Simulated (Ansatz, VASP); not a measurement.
# Cross-check of AlN between VASP and Ansatz, part 2 of 2

One calculation is typed for both programs; each brings its own data sets and cutoff. How far apart do they land? The cell is taken from a series of VASP runs on this material, whose earlier steps may have relaxed, scaled or displaced it; both programs get it as it stands.

VASP 6.6.1 and Ansatz 0.2.0.

So far: The structure; VASP: band structure, HSE06.

### 3. Ansatz: band structure, HSE06

Level of this step: Ansatz beside VASP: Kohn-Sham DFT, plane waves, HSE06 (Ansatz).

Ansatz runs on its default PAW (the set named soft_2) files.

The same cell, functional, mesh and smearing now go to Ansatz, which takes its cutoff from its data sets.

input.yaml reads:

```yaml
crystal:
  lattice:
    - [0.0, 2.1839935596, 2.1839935596]
    - [2.1839935596, 0.0, 2.1839935596]
    - [2.1839935596, 2.1839935596, 0.0]
  atoms:
    - { symbol: Al, position: [0.0, 0.0, 0.0] }
    - { symbol: "N", position: [0.25, 0.25, 0.25] }
hamiltonian:
  xc: { exchange: pbe, correlation: pbe, exx: { coeff: 0.25, omega: 0.2 } }
  pseudopotentials: { kind: paw }
kpoints:
  mp_grid: { grid: [6, 6, 6] }
  band_path:
    path:
      - [0.0, 0.0, 0.0]
      - [0.5, 0.0, 0.5]
      - [0.5, 0.22222, 0.72222]
      - [0.40278, 0.34722, 0.75]
      - [0.125, 0.125, 0.25]
      - [0.27778, 0.27778, 0.27778]
      - [0.55556, 0.38889, 0.55556]
      - [0.58333, 0.25, 0.66667]
      - [0.5, 0.30556, 0.69444]
      - [0.48611, 0.48611, 0.52778]
      - [0.625, 0.25, 0.625]
      - [0.5, 0.0, 0.5]
    npoints: 1
scf:
  occupations: { method: gaussian, width: 0.03 }
  n_extra_bands: 7
output:
  forces: true
  stress: true
  eigenvalues: true
  write_density: true
  write_potential: true
  elf: true
  volumetric_format: npy
```

On the command line:

```bash
> ansatz run input.yaml --threads 4 --pin off --max-ram 9216MiB --backend cpu --events-out ev --progress --plain --runs-dir out
```

Numbers of over 12 decimals in the logs are rounded to 6 here.

Output:

```text
Warning: output.stress: scf.convergence.dr2_threshold = 1e-7 eV (the SCF's general default) is looser than the 2e-10 eV advised for a printed stress (1e-10 eV for each atom of the cell: 2). What an SCF threshold leaves in a stress goes as its square root, and in the free energy as the threshold itself, and one threshold admits the most on a small cell: [figures from the program's tests cut] Set scf.convergence.dr2_threshold to 2e-10 eV or tighter. The threshold is an SCF's pass mark: one that does not reach it within its budget of iterations ends unconverged, or closes short of it on a stop that the run arms, and scf.convergence.dr2_threshold's page says what that costs each kind of run
Warning: output.stress: scf.exx.energy_threshold = 1e-6 eV is looser than the 2e-8 eV advised for a stress under a hybrid functional (1e-8 eV for each atom of the cell: 2). Every SCF of the exchange loop can meet its threshold on dr2 while the loop round them stops early: no threshold on dr2 bounds what that leaves in the stress. Set scf.exx.energy_threshold to 2e-8 eV or tighter. The threshold is the loop's pass mark: a loop that does not reach it within its budget of cycles ends unconverged, and scf.exx.energy_threshold's page has the law
scf.n_extra_bands = 7 over 4 filled bands (N_el = 8.0): the run solves 11 bands
Engine: ansatz 0.2.0, aarch64-unknown-linux-gnu
Pseudopotentials: kind: paw
Pseudopotential: Al, paw, valence charge 3, recommended cutoff 420 eV (normal), Al.paw.azcp
Pseudopotential: N, paw, valence charge 5, recommended cutoff 420 eV (normal), N.paw.azcp
Functional definition: unnamed
  parameter a_1 = 0.25
  parameter omega_1 = 0.2/angstrom
  exchange = pbe_x + (-a_1)*pbe_x_sr(omega_1) + a_1*exact_x_sr(omega_1)
  correlation = pbe_c
Crystal: 2 atoms, lattice volume = 20.835 Å³
Basis set: ecut = 420 eV, 411 PW (Γ), exchange–correlation on 48×48×48 points (8 copies of the dense FFT grid, shifted against one another)
Bands: 11, of which v1, the nominal top of the filled ones, is band 4 counted from 1 (3 counted from 0)
Symmetry: 24 space group operations
Space group: F-43m (ITA 216), of the structure as read, at distance tolerance 2.8e-5 Å
k-points: 16 of 216 (time reversal used)
Non-local potential: Al, projectors of the file, l = 0: 2, l = 1: 2, l = 2: 1
Non-local potential: N, projectors of the file, l = 0: 2, l = 1: 2, l = 2: 1
PAW form: soft (Blöchl's): semilocal exchange-correlation on the pseudo side does not see the compensation charge
PAW frozen core: Al, regenerated for the run's functional, and the local potential with it (the file was generated under x = pbe(κ = 0.804, μ = 0.219515), c = pbe(β = 0.066725))
PAW frozen core: N, regenerated for the run's functional, and the local potential with it (the file was generated under x = pbe(κ = 0.804, μ = 0.219515), c = pbe(β = 0.066725))
PAW one-centre angular grid: Al, 110 points (default); XC on 64 Gauss nodes
PAW one-centre angular grid: N, 110 points (default); XC on 64 Gauss nodes
Initial density: superposition of atomic densities (neutral atoms: chi_scale 0, normalization atom), corrected by the library's trained network
Initial wavefunctions: pseudopotential atomic-orbital guess
Functional: x = pbe(κ = 0.804, μ = 0.219515), c = pbe(β = 0.066725), warm-up for x = pbe(κ = 0.804, μ = 0.219515) + 0.25 (exact − pbe) at short range (hse, ω = 0.2 Å⁻¹), c = pbe(β = 0.066725)
SCF iter   1: F=—  HF=-924.195843 eV  |F-HF|=—  |Δ(HF+E_count)|=         —  Δρ=9.33e-4  dr2=1.16e-4  ethr=1.77e-3  ⟨swp⟩=2.0  Hψ=1221  notcnv=0
preconditioner: auto → none  [insulator: Δε(μ)=3.330 eV  Ē_g=19.154 eV  σ=0.030 eV  W_gap=1.00  n_scr=0 (ndim 8)  ℏωp=23.0 eV  f_vac=0.000  D(μ)=0.00/eV (n_scr^D=0)]
SCF iter   2: F=-924.195921 eV  HF=-924.195899 eV  |F-HF|=2.22e-5  |Δ(HF+E_count)|=   5.61e-5  Δρ=4.04e-4  dr2=1.84e-5  ethr=1.46e-6  ⟨swp⟩=3.4  Hψ=311  notcnv=0  defer=12
SCF 1 stopped early in 2 iterations: F = -924.195921 eV  dr2 = 1.84e-5
  greatest PAW one-centre occupation: 0.788 electrons in one spin orbital (limit 2), on the N atom at site 1 (counted from 0), in its partial waves of l = 0
Initial density: handed on by an earlier stage of this run
Initial wavefunctions: those handed on with the density
Functional: x = pbe(κ = 0.804, μ = 0.219515) + 0.25 (exact − pbe) at short range (hse, ω = 0.2 Å⁻¹), c = pbe(β = 0.066725)
Exchange kernel: α = 0.2500, screened, ω = 0.2000 Å⁻¹, Wigner–Seitz truncation, v(0) = 1121.6290 eV·Å³, q-mesh 6×6×6, nearest image of the exchange supercell L = 18.53 Å, pair-density grid 15×15×15, without the augmentation charges, whose exchange is taken in its separable form by FFT convolution over the k-point mesh (sized by the pseudopotential files, 18×18×18 at the most), smooth part of the exact exchange by density-matrix convolution
Frozen-core exchange: fock
SCF iter   1: F=—  HF=-924.661594 eV  |F-HF|=—  |Δ(HF+E_count)|=         —  Δρ=6.32e-3  dr2=4.29e-3  ethr=2.30e-6  ⟨swp⟩=8.1  Hψ=888  notcnv=0
preconditioner: auto → none  [insulator: Δε(μ)=4.546 eV  Ē_g=21.437 eV  σ=0.030 eV  W_gap=1.00  n_scr=0 (ndim 8)  ℏωp=23.0 eV  f_vac=0.000  D(μ)=0.00/eV (n_scr^D=0)]
SCF iter   2: F=—  HF=-924.659986 eV  |F-HF|=—  |Δ(HF+E_count)|=   1.61e-3  Δρ=2.90e-3  dr2=1.18e-3  ethr=2.30e-6  ⟨swp⟩=3.1  Hψ=382  notcnv=0
iter 3 solved again at ethr=1.39e-7 eV; its pass at ethr=2.30e-6 eV (dr2=1.11e-5 eV) is discarded
SCF iter   3: F=—  HF=-924.659607 eV  |F-HF|=—  |Δ(HF+E_count)|=   3.79e-4  Δρ=2.33e-4  dr2=2.79e-4  ethr=1.39e-7  ⟨swp⟩=2.4  Hψ=597  notcnv=0
SCF iter   4: F=—  HF=-924.662210 eV  |F-HF|=—  |Δ(HF+E_count)|=   2.60e-3  Δρ=5.32e-4  dr2=5.51e-5  ethr=1.39e-7  ⟨swp⟩=4.3  Hψ=446  notcnv=0  defer=1
SCF iter   5: F=—  HF=-924.662197 eV  |F-HF|=—  |Δ(HF+E_count)|=   1.33e-5  Δρ=9.12e-5  dr2=3.67e-6  ethr=1.39e-7  ⟨swp⟩=3.0  Hψ=275  notcnv=0
SCF iter   6: F=-924.662221 eV  HF=-924.662221 eV  |F-HF|=4.56e-7  |Δ(HF+E_count)|=   2.43e-5  Δρ=5.62e-5  dr2=4.97e-7  ethr=1.45e-8  ⟨swp⟩=4.2  Hψ=411  notcnv=0  defer=1
SCF 2 stopped early in 6 iterations: F = -924.662221 eV  dr2 = 4.97e-7
hybrid outer 1: dexx = +2.803e-3 eV, tail = 4.08e-6 eV
Exchange kernel: α = 0.2500, screened, ω = 0.2000 Å⁻¹, Wigner–Seitz truncation, v(0) = 1121.6290 eV·Å³, q-mesh 6×6×6, nearest image of the exchange supercell L = 18.53 Å, pair-density grid 15×15×15, without the augmentation charges, whose exchange is taken in its separable form by FFT convolution over the k-point mesh (sized by the pseudopotential files, 18×18×18 at the most), smooth part of the exact exchange by density-matrix convolution
Frozen-core exchange: fock
SCF iter   1: F=—  HF=-924.662221 eV  |F-HF|=—  |Δ(HF+E_count)|=         —  Δρ=2.07e-5  dr2=3.04e-8  ethr=2.55e-7  ⟨swp⟩=4.8  Hψ=472  notcnv=0
preconditioner: auto → none  [insulator: Δε(μ)=4.575 eV  Ē_g=21.434 eV  σ=0.030 eV  W_gap=1.00  n_scr=0 (ndim 8)  ℏωp=23.0 eV  f_vac=0.000  D(μ)=0.00/eV (n_scr^D=0)]
SCF iter   2: F=-924.662221 eV  HF=-924.662221 eV  |F-HF|=2.72e-9  |Δ(HF+E_count)|=   2.36e-8  Δρ=6.96e-6  dr2=7.41e-9  ethr=3.35e-10  ⟨swp⟩=3.9  Hψ=325  notcnv=0
SCF 3 converged in 2 iterations: F = -924.662221 eV  dr2 = 7.41e-9
  Residual-converged pass: ⟨swp⟩=2.9  Hψ=281  notcnv=0  max |occ|·‖R‖ = 2.3e-6 eV (tolerance 2.4e-6 eV)  dr2=7.42e-9  dr2_onsite=5.13e-10  max |Δocc| = 0.0e0
hybrid outer 2: dexx = +2.827e-8 eV, tail = 1.65e-8 eV, Δε = 1.14e-3 eV (about 8.82e-5 eV left of the loop's levels)
NSCF: frozen V_eff on 12 k-points
hybrid SCF converged: 2 outer / 8 inner (+2 warm-up), last move |dexx| = 2.83e-8 eV, tail = 1.65e-8 eV
Stability not checked: this state was not tested for a lower state beside it, because the functional holds exact exchange (a hybrid, or Hartree-Fock), whose exchange loop this test does not read (fock_operator; see scf.lower_state_search)
Free energy (F): -924.662221 eV
Frozen-core exchange: fock
Harris-Foulkes:  -924.662221 eV  (|F-HF|=2.72e-9)
Internal energy: -924.662221 eV  (E = F + TS)
E sigma→0 (E₀):  -924.662221 eV
Fermi energy:    8.312448 eV
--- Per-component energies (eV) ---
  E_band       = 3.990944
  E_kinetic    = 160.017631
  E_local      = -222.407590  (includes V_loc(G=0)·N_el)
  E_nonlocal   = 54.304310
  E_hartree    = 77.525007
  E_xc         = -82.474782
  E_vxc        = -86.832213  (∫ρ·V_xc dr)
  E_exx        = -18.042669  (= α·E_x^exact, valence–valence)
  E_paw        = -596.913617  (= ΣΔE_a)
  E_vpaw       = -20.055333  (= ΣTr[D̂ρ^β])
  E_aug_tail   = 0.000097  (compensation charges beyond the density's cutoff)
  E_ewald      = -296.603555
  E_core_change = -0.067052  (= ΣΔE_core)
  E_smearing   = -0.000000  (= −TS)
  E_closure    = 0.000000  (closes the sum)
  Σ components = -924.662221   (vs F -924.662221, Δ=0.00e0)
--- Forces (eV/Å), atoms counted from 1 ---
  atom   1  Al     0.00000000    -0.00000000     0.00000000
  atom   2  N     -0.00000000     0.00000000    -0.00000000
  max |Σ_I F_I| component: 2.04e-16 eV/Å
--- Stress (GPa, compression-positive) ---
       -0.402115       0.000000      -0.000000
       -0.000000      -0.402115       0.000000
       -0.000000       0.000000      -0.402115
  P = ⅓ Tr σ = -0.4021 GPa (-4.021 kbar)
--- Band table (eV; the first three rows and the last of 16) ---
  k-point 0: bands = [-10.4108, 6.0249, 6.0249, 6.0249, 11.6069, 20.3459, 20.3459, 20.3459, ... 3 higher]
  k-point 1: bands = [-9.9872, 4.0665, 5.8815, 5.8815, 13.0977, 19.4282, 20.5232, 20.5232, ... 3 higher]
  k-point 2: bands = [-8.9416, 1.1250, 5.6201, 5.6201, 14.5823, 18.2029, 19.4221, 19.4221, ... 3 higher]
  k-point 15: bands = [-7.5261, 1.3684, 3.0218, 3.3723, 12.6218, 17.9634, 20.8520, 21.0932, ... 3 higher]
```

The job ended after 9.9 s (4 threads of Arm Neoverse V2, shared host; peak memory 0.57 GiB).

### 4. Side by side

Known differences besides the potentials themselves: exact exchange at q = 0 is treated differently, which shows on coarse meshes; VASP keeps PBE cores, Ansatz makes them for the functional; the cutoff is 420 eV in Ansatz and 460 eV in VASP; VASP takes a coarser grid for exact exchange (PRECFOCK = Fast). Total energies have different zeros and are not compared.

The two programs side by side:

```
                     quantity  Ansatz   VASP  difference
gap over the path points (eV)   4.575  4.574      +0.001
```

Levels at points of the path, from each program's valence-band top (eV; 3 filled, then empty):

```
k (reciprocal lattice)                        Ansatz                          VASP
     0.000 0.000 0.000     0.00 0.00 0.00 5.58 14.32     0.00 0.00 0.00 5.57 14.26
     0.500 0.000 0.500  -5.30 -1.93 -1.93 4.58 10.11  -5.34 -1.96 -1.96 4.57 10.10
     0.500 0.222 0.722  -4.21 -3.56 -2.83 7.34 12.88  -4.26 -3.58 -2.86 7.36 12.90
     0.403 0.347 0.750  -4.56 -3.87 -1.63 6.64 11.84  -4.60 -3.90 -1.65 6.65 11.85
     0.125 0.125 0.250  -2.37 -0.74 -0.05 7.63 13.25  -2.38 -0.75 -0.05 7.62 13.21
     0.278 0.278 0.278  -3.99 -0.32 -0.32 8.21 12.53  -4.01 -0.33 -0.33 8.19 12.51
     0.556 0.389 0.556  -5.85 -1.85 -0.84 8.99 10.54  -5.89 -1.87 -0.85 8.99 10.53
     0.583 0.250 0.667  -4.52 -3.84 -1.79 6.78 11.94  -4.56 -3.87 -1.82 6.78 11.95
     0.500 0.306 0.694  -4.56 -3.54 -2.20 7.66 12.32  -4.60 -3.57 -2.22 7.68 12.32
     0.486 0.486 0.528  -6.29 -0.62 -0.55 9.02 11.29  -6.33 -0.64 -0.56 9.00 11.30
```

Among the levels compared at these points, filled levels agree within 44 meV and empty ones within 57 meV.

### 5. Summary of results

```yaml
difference_in_gap_over_the_path_points_band_structure_hse06: 0.0013 eV
```

**Reading.** The difference in gap over the path points is 0.0013 eV (band structure, HSE06), within the 0.08 eV picked in this series as the mark of a large difference. Such differences can come from data sets, numerical settings and the points named under the comparisons, not from the functional's error against experiment.

[Lines on the potential files, build, host, timing and source positions are cut from VASP's logs without a mark.]

[Logs are printed without paths, hosts, clocks, repeated set-up lines and the standing remarks that a program may print on its own settings, such as how far it seeks lower states.]

[Hosts, paths, dates, database ids (printed as entryN), source tags and the programs' standing remarks are cut or masked in the printed files.]
